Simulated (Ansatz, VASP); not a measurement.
## One calculation of Ir, two programs

INCAR

```
SYSTEM = Ir
  PREC = Accurate
  ENCUT = 600
  EDIFF = 1E-6
  ISMEAR = 0
  SIGMA = 0.1
  LREAL = .FALSE.
  LASPH = .TRUE.
  NELM = 60
  ALGO = Normal
  ISIF = 3
  LWAVE = .FALSE.
  LCHARG = .FALSE.
  GGA = PE
  IVDW = 12
  IBRION = 2
  NSW = 100
  EDIFFG = -0.005
```

Contents of KPOINTS:

```
Automatic mesh
0
G
  18 18 18
  0 0 0
```

POSCAR

```
Ir
1.0
    0.0000000000      1.9156000000      1.9156000000
    1.9156000000      0.0000000000      1.9156000000
    1.9156000000      1.9156000000      0.0000000000
Ir
1
Direct
    0.0000000000      0.0000000000      0.0000000000
```

Input for Ansatz:

```yaml
crystal:
  lattice:
    - [0.0, 1.9156, 1.9156]
    - [1.9156, 0.0, 1.9156]
    - [1.9156, 1.9156, 0.0]
  atoms:
    - { symbol: Ir, position: [0.0, 0.0, 0.0] }
basis:
  ecutwfc: 420
kpoints:
  mp_grid: { grid: [18, 18, 18] }
hamiltonian:
  xc: pbe
  dispersion: d3bj
scf:
  occupations: { method: gaussian, width: 0.1 }
output:
  forces: true
  stress: true
  eigenvalues: true
relax:
  adjacent_minimum: "off"
  f_tol: 0.005
  max_steps: 80
  cell: { stress_tol: 0.05 }
```

Alike in both runs: task relaxation of cell and atoms; functional PBE; dispersion D3(BJ); k mesh 18 × 18 × 18; occupations gaussian, width 0.1 eV; no spin polarisation.

|  | VASP | Ansatz |
| --- | --- | --- |
| version | VASP 6.6.1 | Ansatz 0.2.0 |
| potentials or method | VASP PAW PBE potentials, release 64 (Ir) | scalar-relativistic, plane waves, PAW |
| plane-wave cutoff (eV) | 600 | 420 |
| valence electrons in the cell | 9 | 17 |

Ansatz gave:

```
gap on the k mesh at the Fermi level, each at its own relaxed structure (eV) : none
relaxed volume (Å³/atom)                                                     : 14.16
relaxed cell length with the largest relative difference (Å)                 : 2.716
energy change over the relaxation (meV/atom)                                 : -1
```

Task: What did VASP give for the same quantities?

Result: gap on the k mesh at the Fermi level, each at its own relaxed structure (eV): none; relaxed volume (Å³/atom): 14.19; relaxed cell length with the largest relative difference (Å): 2.717; energy change over the relaxation (meV/atom): -1.

A gap of «none» marks a metal or a gap that the smearing closes. The two sets of potentials don't hold the same shells in valence.

Caveats: pairwise dispersion overbinds metals, which lowers pressure and volume. Zero-point motion and thermal expansion aren't in these numbers. Spin-orbit coupling is left out, which matters for the levels of Ir.
